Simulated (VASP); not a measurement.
# Te2Mo in VASP: further runs

One slab, Te2Mo, is run at these levels: PBE; tasks: single point.

All numbers are computed with VASP 6.6.1; they aren't measurements. Logs are shortened: lines on timing, memory, paths and dates and some standing lists are left out, and cuts for length are marked.

**1. Starting point**

The cell holds a slab with vacuum, 6 atoms: a = 6.362 Å, b = 3.480 Å, c = 36.176 Å, α = 90.00°, β = 90.14°, γ = 90.00°.

**2. Single point, PBE**

INCAR

```
PREC = Accurate ; ENCUT = 520
EDIFF = 1E-6 ; ISMEAR = 0
SIGMA = 0.014 ; LREAL = F
LASPH = T ; NELM = 80
ALGO = Normal ; ISIF = 2
LWAVE = F ; LCHARG = F
GGA = PE ; NBANDS = 35
```

KPOINTS

```
regular mesh
0
Gamma
  4 8 1
```

POSCAR

```
Te2Mo
1.0
    6.3616090156      0.0000000000      0.0000000000
    0.0000000000      3.4804030600      0.0000000000
   -0.0857412231      0.0000000000     36.1758904685
Te Mo
4 2
Direct
    0.4292511000      0.7500000000      0.5407035800
    0.5707489000      0.2500000000      0.4592964200
    0.9208478700      0.2500000000      0.5565273200
    0.0791521300      0.7500000000      0.4434726800
    0.1813475600      0.2500000000      0.4974653700
    0.8186524400      0.7500000000      0.5025346300
```

Potentials or basis: VASP PAW PBE potentials, release 64 (Te, Mo_sv).

Command:

```console
$ cat potpaw_PBE.64/Te/POTCAR potpaw_PBE.64/Mo_sv/POTCAR > POTCAR
$ mpirun -np 1 vasp_std > vasp.out
```

OUTCAR:

```text
PREC = Accurate
   ENCUT = 520
   EDIFF = 1E-6
   ISMEAR = 0
   LREAL = F
   LASPH = T
   NELM = 80
   ISIF = 2
   GGA = PE

 ion  position               nearest neighbor table
   1  0.429  0.750  0.541-   5 2.82   5 2.82   6 2.84   2 3.54   2 3.54   3 3.62   3 3.62
   2  0.571  0.250  0.459-   6 2.82   6 2.82   5 2.84   1 3.54   1 3.54   4 3.62   4 3.62
   3  0.921  0.250  0.557-   6 2.69   6 2.69   5 2.71   1 3.62   1 3.62
   4  0.079  0.750  0.443-   5 2.69   5 2.69   6 2.71   2 3.62   2 3.62
   5  0.181  0.250  0.497-   4 2.69   4 2.69   3 2.71   1 2.82   1 2.82   2 2.84   6 2.90   6 2.90

   6  0.819  0.750  0.503-   3 2.69   3 2.69   4 2.71   2 2.82   2 2.82   1 2.84   5 2.90   5 2.90

  LATTYP: Found a simple monoclinic cell.
 ALAT       =     6.3616090156
 B/A-ratio  =     0.5470947761
 C/A-ratio  =     5.6866104138
 COS(beta)  =    -0.0023701139

  Lattice vectors:

 A1 = (   6.3616090156,   0.0000000000,   0.0000000000)
 A2 = (   0.0000000000,   3.4804030600,   0.0000000000)
 A3 = (  -0.0857412231,   0.0000000000,  36.1758904685)

Analysis of symmetry for initial positions (statically):
=====================================================================
 Subroutine PRICEL returns:
 Original cell was already a primitive cell.

 Routine SETGRP: Setting up the symmetry group for a
 simple monoclinic supercell.

 Subroutine GETGRP returns: Found  4 space group operations
 (whereof  2 operations were pure point group operations)
 out of a pool of  4 trial point group operations.

The static configuration has the point symmetry S_2 .
 The point group associated with its full space group is C_2h.

Analysis of symmetry for dynamics (positions and initial velocities):
=====================================================================
 Subroutine PRICEL returns:
 Original cell was already a primitive cell.

 Routine SETGRP: Setting up the symmetry group for a
 simple monoclinic supercell.

 Subroutine GETGRP returns: Found  4 space group operations
 (whereof  2 operations were pure point group operations)
 out of a pool of  4 trial point group operations.

The dynamic configuration has the point symmetry S_2 .
 The point group associated with its full space group is C_2h.

 Subroutine INISYM returns: Found  4 space group operations
 (whereof  2 operations are pure point group operations),
 and found     1 'primitive' translations

----------------------------------------------------------------------------------------

                                     Primitive cell

  volume of cell :     800.9691

  direct lattice vectors                    reciprocal lattice vectors
     6.361609016  0.000000000  0.000000000     0.157192936  0.000000000  0.000372566
     0.000000000  3.480403060  0.000000000     0.000000000  0.287323044  0.000000000
    -0.085741223  0.000000000 36.175890469     0.000000000  0.000000000  0.027642720

  length of vectors
     6.361609016  3.480403060 36.175992077     0.157193378  0.287323044  0.027642720

  position of ions in fractional coordinates (direct lattice)
     0.429251100  0.750000000  0.540703580
     0.570748900  0.250000000  0.459296420
     0.920847870  0.250000000  0.556527320
     0.079152130  0.750000000  0.443472680
     0.181347560  0.250000000  0.497465370
     0.818652440  0.750000000  0.502534630

  ion indices of the primitive-cell ions
   primitive index   ion index
                 1           1
                 2           2
                 3           3
                 4           4
                 5           5
                 6           6

----------------------------------------------------------------------------------------

 KPOINTS: regular mesh

Automatic generation of k-mesh.
 Grid dimensions read from file:
 generate k-points for:    4    8    1

 Generating k-lattice:

  Cartesian coordinates                     Fractional coordinates (reciprocal lattice)
     0.039298234  0.000000000  0.000093142     0.250000000  0.000000000 -0.000000000
     0.000000000  0.035915380  0.000000000     0.000000000  0.125000000  0.000000000
     0.000000000  0.000000000  0.027642720     0.000000000  0.000000000  1.000000000

  Length of vectors
     0.039298344  0.035915380  0.027642720

  Shift w.r.t. Gamma in fractional coordinates (k-lattice)
     0.000000000  0.000000000  0.000000000

 Subroutine IBZKPT returns following result:
 ===========================================

 Found     15 irreducible k-points:

 Following reciprocal coordinates:
            Coordinates               Weight
  0.000000  0.000000  0.000000      1.000000
  0.250000  0.000000  0.000000      2.000000
  0.500000  0.000000  0.000000      1.000000
  0.000000  0.125000  0.000000      2.000000
  0.250000  0.125000  0.000000      4.000000
  0.500000  0.125000  0.000000      2.000000
  0.000000  0.250000  0.000000      2.000000
  0.250000  0.250000  0.000000      4.000000
  0.500000  0.250000  0.000000      2.000000
  0.000000  0.375000  0.000000      2.000000
  0.250000  0.375000  0.000000      4.000000
  0.500000  0.375000  0.000000      2.000000
  0.000000  0.500000  0.000000      1.000000
  0.250000  0.500000  0.000000      2.000000
  0.500000  0.500000  0.000000      1.000000
   k-points           NKPTS =     15   k-points in BZ     NKDIM =     15   number of bands    NBANDS=     35
   number of dos      NEDOS =    301   number of ions     NIONS =      6
   total plane-waves  NPLWV = 362880
   dimension x,y,z NGX =    48 NGY =   28 NGZ =  270
   dimension x,y,z NGXF=    96 NGYF=   56 NGZF=  540
   ions per type =               4   2
   NGX,Y,Z   is equivalent  to a cutoff of  12.54, 13.37, 12.41 a.u.
   NGXF,Y,Z  is equivalent  to a cutoff of  25.09, 26.75, 24.82 a.u.
 SYSTEM =  unknown system
   PREC   = accura    normal or accurate (medium, high low for compatibility)
   ISTART =      0    job   : 0-new  1-cont  2-samecut
   ICHARG =      2    charge: 1-file 2-atom 10-const
   ISPIN  =      1    spin polarized calculation?
   LNONCOLLINEAR =      F non collinear calculations
   LSORBIT =      F    spin-orbit coupling
   LASPH  =      T    aspherical Exc in radial PAW
   ENCUT  =  520.0 eV  38.22 Ry    6.18 a.u.  11.83  6.47 67.26*2*pi/ulx,y,z
   NELM   =     80;   NELMIN=  2; NELMDL= -5     # of ELM steps
   EDIFF  = 0.1E-05   stopping-criterion for ELM
   LREAL  =      F    real-space projection
   EDIFFG = 0.1E-04   stopping-criterion for IOM
   NSW    =      0    number of steps for IOM
   IBRION =     -1    ionic relax: 0-MD 1-quasi-New 2-CG
   NFREE  =      0    steps in history (QN), initial steepest desc. (CG)
   ISIF   =      2    stress and relaxation
   ISYM   =      2    0-nonsym 1-usesym 2-fastsym
   POTIM  = 0.5000    time-step for ionic-motion
   TEBEG  =    0.0;   TEEND  =   0.0 temperature during run
   PSTRESS=    0.0 pullay stress
   NELECT =      52.0000    total number of electrons
   NUPDOWN=      -1.0000    fix difference up-down
   EMIN   =  10.00;   EMAX   =-10.00  energy-range for DOS
   EFERMI =   0.00;   METHOD = LEGACY
   ISMEAR =     0;   SIGMA  =   0.01  broadening in eV -4-tet -1-fermi 0-gaus
   EFERMI_NEDOS =   21; number of points for ismear=-14 and -15
   IALGO  =     38    algorithm
   IMIX   =      4    mixing-type and parameters
     AMIX     =   0.40;   BMIX     =  1.00
     AMIX_MAG =   1.60;   BMIX_MAG =  1.00
  volume/ion in A,a.u.               =     133.49       900.87
  Fermi-wavevector in a.u.,A,eV,Ry     =   0.657967  1.243377  5.890240  0.432920
  Thomas-Fermi vector in A             =   1.729641
   LORBIT       =      0    0 simple, 1 ext, 2 COOP (PROOUT), +10 PAW based schemes
   GGA     = PE    functional components
   LHFCALC =     F    Hartree Fock is set to
   AEXX    =    0.0000 exact exchange contribution
   IVDW    =     0    specifies the selected vdW correction
   LEPSILON=     F    determine dielectric tensor
   LRPA    =     F    only Hartree local field effects (RPA)
 non-spin polarized calculation
 Gauss-broadening in eV      SIGMA  =   0.01
  energy-cutoff  :      520.00
  volume of cell :      800.97
 maximum number of plane-waves:     21707
 NGX is ok and might be reduce to    48
   NGX = 23   NGY = 13   NGZ =135

 number of electron      51.9999996 magnetization

 Free energy of the ion-electron system (eV)
  ---------------------------------------------------
  ext. energy  EPLUGINS =         0.00000000
  ---------------------------------------------------
  free energy    TOTEN  =       -35.95884160 eV

  energy without entropy =      -35.95834794  energy(sigma->0) =      -35.95859477

 E-fermi :  -2.1949     XC(G=0):  -2.3073

 val. band max:       -2.3434936554   @ k =   0.0000   0.1250   0.0000
 cond. band min:      -2.1949126410   @ k =   0.0000   0.1250   0.0000
 fundamental gap:      0.1485810144
 Fermi energy:        -2.1949126410

 k-point     1 :       0.0000    0.0000    0.0000
  band No.  band energies     occupation
      1     -63.2093      2.00000
      2     -63.1518      2.00000
      3     -37.4535      2.00000
      4     -37.4083      2.00000
      5     -37.3461      2.00000
      6     -37.2456      2.00000
[... 27 lines left out ...]
     34       1.2192      0.00000
     35       1.7194      0.00000

 k-point     2 :       0.2500    0.0000    0.0000
  band No.  band energies     occupation
      1     -63.2092      2.00000
      2     -63.1519      2.00000
      3     -37.4499      2.00000
      4     -37.4080      2.00000
      5     -37.3463      2.00000
      6     -37.2460      2.00000
[... 27 lines left out ...]
     34       1.3886      0.00000
     35       1.9278      0.00000

 k-point     3 :       0.5000    0.0000    0.0000
  band No.  band energies     occupation
      1     -63.2090      2.00000
      2     -63.1520      2.00000
      3     -37.4462      2.00000
      4     -37.4076      2.00000
      5     -37.3465      2.00000
      6     -37.2463      2.00000
[... 27 lines left out ...]
     34       1.4804      0.00000
     35       2.3235      0.00000

 k-point     4 :       0.0000    0.1250    0.0000
  band No.  band energies     occupation
      1     -63.2063      2.00000
      2     -63.1531      2.00000
      3     -37.4554      2.00000
      4     -37.4274      2.00000
      5     -37.3397      2.00000
      6     -37.2608      2.00000
[... 27 lines left out ...]
     34       1.1381      0.00000
     35       1.9765      0.00000

 k-point     5 :       0.2500    0.1250    0.0000
  band No.  band energies     occupation
      1     -63.2062      2.00000
      2     -63.1533      2.00000
      3     -37.4528      2.00000
      4     -37.4274      2.00000
      5     -37.3397      2.00000
      6     -37.2610      2.00000
[... 296 lines left out ...]
 k-point    13 :       0.0000    0.5000    0.0000
  band No.  band energies     occupation
      1     -63.1749      2.00000
      2     -63.1749      2.00000
      3     -37.5118      2.00000
      4     -37.5118      2.00000
      5     -37.2994      2.00000
      6     -37.2994      2.00000
[... 27 lines left out ...]
     34       1.4386      0.00000
     35       3.2602      0.00000

 k-point    14 :       0.2500    0.5000    0.0000
  band No.  band energies     occupation
      1     -63.1749      2.00000
      2     -63.1749      2.00000
      3     -37.5134      2.00000
      4     -37.5134      2.00000
      5     -37.2990      2.00000
      6     -37.2990      2.00000
[... 27 lines left out ...]
     34       1.3114      0.00000
     35       2.8277      0.00000

 k-point    15 :       0.5000    0.5000    0.0000
  band No.  band energies     occupation
      1     -63.1749      2.00000
      2     -63.1749      2.00000
      3     -37.5149      2.00000
      4     -37.5149      2.00000
      5     -37.2985      2.00000
      6     -37.2985      2.00000
[... 27 lines left out ...]
     34       1.2420      0.00000
     35       2.3462      0.00000

------------------------ aborting loop because EDIFF is reached ----------------------------------------

  FORCE on cell =-STRESS in cart. coord.  units (eV):
  Direction    XX          YY          ZZ          XY          YZ          ZX
  --------------------------------------------------------------------------------------
  -------------------------------------------------------------------------------------
  Total        0.5802697      0.1058375      1.2627115      0.0000000      0.0000000      0.0566221
  in kB        1.1607126      0.2117067      2.5258001      0.0000000      0.0000000      0.1132611
  external PRESSURE =       1.2994065 kB  Pullay stress =       0.0000000 kB

 VOLUME and BASIS-vectors are now :
 -----------------------------------------------------------------------------
  energy-cutoff  :      520.00
  volume of cell :      800.97
      direct lattice vectors                 reciprocal lattice vectors
     6.361609016  0.000000000  0.000000000     0.157192936  0.000000000  0.000372566
     0.000000000  3.480403060  0.000000000     0.000000000  0.287323044  0.000000000
    -0.085741223  0.000000000 36.175890469     0.000000000  0.000000000  0.027642720

 POSITION                                       TOTAL-FORCE (eV/Angst)
 -----------------------------------------------------------------------------------
      2.68437      2.61030     19.56043         0.045971      0.000000      0.076652
      3.59150      0.87010     16.61546        -0.045971      0.000000     -0.076652
      5.81036      0.87010     20.13287        -0.016217      0.000000      0.259744
      0.46551      2.61030     16.04302         0.016217     -0.000000     -0.259744
      1.11101      0.87010     17.99625         0.068513      0.000000      0.019783
      5.16486      2.61030     18.17964        -0.068513      0.000000     -0.019783
 -----------------------------------------------------------------------------------
    total drift:                                0.000000     -0.000000     -0.000000

  FREE ENERGIE OF THE ION-ELECTRON SYSTEM (eV)
  ---------------------------------------------------
  free  energy   TOTEN  =       -35.9588416022 eV

  energy  without entropy=      -35.9583479363  energy(sigma->0) =      -35.95859477
```

It took 8.5 min on 1 thread of Intel Xeon Platinum 8375C at 2.90GHz (Ice Lake), shared host; peak memory 0.91 GiB.

Results:

| Quantity | Value |
| --- | --- |
| Free energy | -35.9588 eV |
| Largest force | 0.260 eV/Å |
| Band gap on the k mesh | none (metal or under the smearing width) |

Forces on the atoms (eV/Å):
```
Te   0.046  0.000  0.077
Te  -0.046  0.000 -0.077
Te  -0.016  0.000  0.260
Te   0.016  0.000 -0.260
Mo   0.069  0.000  0.020
Mo  -0.069  0.000 -0.020
```

Levels at points of the mesh, in eV from the Fermi level:
```
           k point  band 24  band 25  band 26  band 27  band 28  band 29
(0.00, 0.00, 0.00)    -0.59    -0.30     0.17     0.65     1.07     1.72
(0.50, 0.00, 0.00)    -0.80    -0.78    -0.66     0.11     1.08     1.47
(0.00, 0.50, 0.00)    -1.59    -1.39    -1.39     1.18     1.18     1.45
(0.50, 0.50, 0.00)    -1.71    -0.84    -0.84     1.10     1.10     1.90
```

[end of part 1 of 2]
